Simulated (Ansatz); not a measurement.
The following input was run with Ansatz 0.2.0.

```yaml
crystal:
  lattice:
    - [2.121810561, 1.2250278986, 10.2464875018]
    - [-2.121810561, 1.2250278986, 10.2464875018]
    - [0.0, -2.4500557971, 10.2464875018]
  atoms:
    - { symbol: Bi, position: [0.60651244, 0.60651244, 0.60651244] }
    - { symbol: Bi, position: [0.39679094, 0.39679094, 0.39679094] }
    - { symbol: Te, position: [0.21495922, 0.21495922, 0.21495922] }
    - { symbol: Se, position: [0.00242558, 0.00242558, 0.00242558] }
    - { symbol: Se, position: [0.77931183, 0.77931183, 0.77931183] }
basis:
  ecutwfc: 420
kpoints:
  mp_grid: { grid: [12, 12, 12] }
hamiltonian:
  xc: pbesol
scf:
  occupations: { method: gaussian, width: 0.02 }
output:
  forces: true
  stress: true
  eigenvalues: true
  populations: true
```

It can be run as
```bash
ansatz run input.yaml --threads 1 --pin off --backend cpu --events-out ev --progress --plain --runs-dir out  # memory cap (--max-ram) not shown
```

Method: Ansatz, DFT PBEsol, scalar-relativistic, plane waves, PAW.

Abridged output:

```
Pseudopotentials: kind: paw
Pseudopotential: Bi, paw, valence charge 15, recommended cutoff 420 eV (normal)
Pseudopotential: Te, paw, valence charge 16, recommended cutoff 420 eV (normal)
Pseudopotential: Se, paw, valence charge 16, recommended cutoff 420 eV (normal)
Functional definition: PBEsol
Crystal: 5 atoms, lattice volume = 159.801 Å³
Basis set: ecut = 420 eV, 3125 PW (Γ), FFT grids on a1−a3, a2−a3, a3, exchange–correlation on 60×60×144 points (8 copies of the dense FFT grid, shifted against one another)
Bands: 47, of which v1, the nominal top of the filled ones, is band 39 counted from 1 (38 counted from 0)
Symmetry: 6 space group operations
Space group: R3m (ITA 160), of the structure as read, at distance tolerance 5.4e-5 Å
k-points: 189 of 1728 (time reversal used)
Initial density: superposition of atomic densities (neutral atoms: chi_scale 0, normalization atom), corrected by the library's trained network
Initial wavefunctions: pseudopotential atomic-orbital guess
Functional: x = pbesol(κ = 0.804, μ = 0.12345679), c = pbesol(β = 0.046)
SCF iter   1: F=—  HF=-42235.559129 eV  |F-HF|=—  |Δ(HF+E_count)|=         —  Δρ=2.60e-3  dr2=3.35e-2  ethr=1.77e-3  ⟨swp⟩=8.2  Hψ=36913  notcnv=0  defer=7
SCF iter   2: F=—  HF=-42235.549883 eV  |F-HF|=—  |Δ(HF+E_count)|=   9.25e-3  Δρ=1.08e-3  dr2=2.66e-3  ethr=4.30e-5  ⟨swp⟩=3.6  Hψ=15999  notcnv=0  defer=265
SCF iter   3: F=—  HF=-42235.549614 eV  |F-HF|=—  |Δ(HF+E_count)|=   2.69e-4  Δρ=5.41e-4  dr2=7.17e-4  ethr=3.42e-6  ⟨swp⟩=2.5  Hψ=13342  notcnv=0  defer=265
SCF iter   4: F=—  HF=-42235.549656 eV  |F-HF|=—  |Δ(HF+E_count)|=   4.27e-5  Δρ=2.20e-4  dr2=2.03e-4  ethr=9.20e-7  ⟨swp⟩=2.8  Hψ=14249  notcnv=0  defer=265
SCF iter   5: F=—  HF=-42235.549671 eV  |F-HF|=—  |Δ(HF+E_count)|=   1.46e-5  Δρ=9.06e-5  dr2=1.69e-5  ethr=2.61e-7  ⟨swp⟩=1.8  Hψ=9314  notcnv=0  defer=265
SCF iter   6: F=—  HF=-42235.549687 eV  |F-HF|=—  |Δ(HF+E_count)|=   1.59e-5  Δρ=2.06e-5  dr2=1.16e-6  ethr=2.17e-8  ⟨swp⟩=2.0  Hψ=15989  notcnv=0  defer=265
SCF iter   7: F=—  HF=-42235.549688 eV  |F-HF|=—  |Δ(HF+E_count)|=   9.78e-7  Δρ=1.03e-5  dr2=2.64e-7  ethr=1.49e-9  ⟨swp⟩=2.0  Hψ=15989  notcnv=0  defer=265
SCF iter   8: F=-42235.549688 eV  HF=-42235.549688 eV  |F-HF|=1.72e-8  |Δ(HF+E_count)|=   2.91e-7  Δρ=3.68e-6  dr2=4.08e-8  ethr=1.28e-10  ⟨swp⟩=11.1  Hψ=41594  notcnv=0
SCF 1 converged in 8 iterations: F = -42235.549688 eV  dr2 = 4.08e-8
SCF converged after 8 iterations
Free energy (F): -42235.549688 eV
Harris-Foulkes:  -42235.549688 eV  (|F-HF|=1.72e-8)
Internal energy: -42235.549688 eV  (E = F + TS)
E sigma→0 (E₀):  -42235.549688 eV
Fermi energy:    8.113410 eV
--- Per-component energies (eV) ---
  E_band       = -1291.916400
  E_kinetic    = 1018.637155
  E_local      = -9933.696012  (includes V_loc(G=0)·N_el)
  E_nonlocal   = -365.938373
  E_hartree    = 4548.075354
  E_xc         = -630.565278
  E_vxc        = -588.206025  (∫ρ·V_xc dr)
  E_paw        = -29338.582678  (= ΣΔE_a)
  E_vpaw       = -518.861995  (= ΣTr[D̂ρ^β])
  E_aug_tail   = -0.002287  (compensation charges beyond the density's cutoff)
  E_ewald      = -7536.048790
  E_core_change = 2.571221  (= ΣΔE_core)
  E_smearing   =  0.000000  (= −TS)
--- Forces (eV/Å), atoms counted from 1 ---
  atom   1  Bi     0.00000000     0.00000000     0.08677190
  atom   2  Bi     0.00000000     0.00000000    -0.07431081
  atom   3  Te     0.00000000     0.00000000     0.02790517
  atom   4  Se     0.00000000     0.00000000    -0.05087523
  atom   5  Se     0.00000000     0.00000000     0.01053542
--- Stress (GPa, compression-positive) ---
       -1.442465       0.000000       0.000000
        0.000000      -1.442465       0.000000
        0.000000       0.000000      -1.403611
  P = ⅓ Tr σ = -1.4295 GPa (-14.295 kbar)
--- Band table (eV; the first three rows and the last of 189) ---
  k-point 0: bands = ["-39.1760", "-39.1760", "-39.1559", "-39.1559", "-39.1480", "-39.1302", "-39.1250", "-39.1250", "-39.1041", "-39.1041", "-28.2740", "-28.2740", "-28.2697", "-28.2692", "-28.2692", "-14.8843", "-14.8843", "-14.8808", "-14.8703", "-14.8703", "-14.8188", "-14.8188", "-14.8029", "-14.7985", "-14.7985", "-5.9073", "-5.0125", "-3.9870", "-1.1085", "-0.3738", "5.9374", "6.2163", "6.2163", "6.3438", "6.5895", "6.5895", "7.3050", "7.3050", "7.8541", "8.3727", "9.4505", "9.4505", "10.1684", "10.6246", "10.6246", "13.8374", "14.5660"]
  k-point 1: bands = ["-39.1760", "-39.1760", "-39.1559", "-39.1559", "-39.1480", "-39.1302", "-39.1250", "-39.1250", "-39.1041", "-39.1041", "-28.2741", "-28.2740", "-28.2696", "-28.2692", "-28.2691", "-14.8853", "-14.8832", "-14.8799", "-14.8709", "-14.8702", "-14.8193", "-14.8175", "-14.8021", "-14.7993", "-14.7986", "-5.8490", "-4.9618", "-3.9477", "-1.1470", "-0.4412", "5.4867", "5.8585", "6.0260", "6.3690", "6.6075", "6.6912", "7.1100", "7.2171", "7.7070", "8.8206", "9.6479", "9.6483", "10.2867", "10.6478", "10.6593", "13.7843", "14.0661"]
  k-point 2: bands = ["-39.1760", "-39.1760", "-39.1559", "-39.1559", "-39.1480", "-39.1302", "-39.1250", "-39.1250", "-39.1041", "-39.1041", "-28.2741", "-28.2739", "-28.2695", "-28.2691", "-28.2689", "-14.8883", "-14.8806", "-14.8777", "-14.8721", "-14.8695", "-14.8210", "-14.8142", "-14.8016", "-14.7997", "-14.7987", "-5.6772", "-4.8163", "-3.8341", "-1.2831", "-0.6319", "4.8731", "5.2801", "5.6415", "5.6837", "6.4256", "6.9297", "7.0721", "7.1385", "7.4491", "9.2972", "9.8124", "10.0089", "10.4035", "10.8077", "11.2892", "13.1201", "13.9496"]
  k-point 188: bands = ["-39.1760", "-39.1760", "-39.1559", "-39.1559", "-39.1480", "-39.1302", "-39.1250", "-39.1250", "-39.1041", "-39.1041", "-28.2740", "-28.2740", "-28.2697", "-28.2692", "-28.2692", "-14.8843", "-14.8843", "-14.8808", "-14.8703", "-14.8703", "-14.8188", "-14.8188", "-14.8029", "-14.7985", "-14.7985", "-5.8812", "-5.1092", "-3.8519", "-1.3829", "-0.1328", "5.6520", "6.2069", "6.2069", "6.6298", "6.6298", "6.7194", "7.2442", "7.2442", "7.5312", "8.6671", "9.6213", "9.6213", "10.0841", "10.4406", "10.4406", "13.7528", "14.5607"]
--- Löwdin populations: 5 sites ---
  site symbol q [e]
     0     Bi     14.5522
     1     Bi     14.3507
     2     Te     16.0859
     3     Se     16.4789
     4     Se     16.3513
  spilling = 0.002321 (of n_electrons = 78.000000)
```

The calculation finished and met its thresholds.

Spin–orbit coupling is left out, which can shift energies with elements as heavy as these. The cell holds layers, and where no dispersion correction was added their binding is poorly described.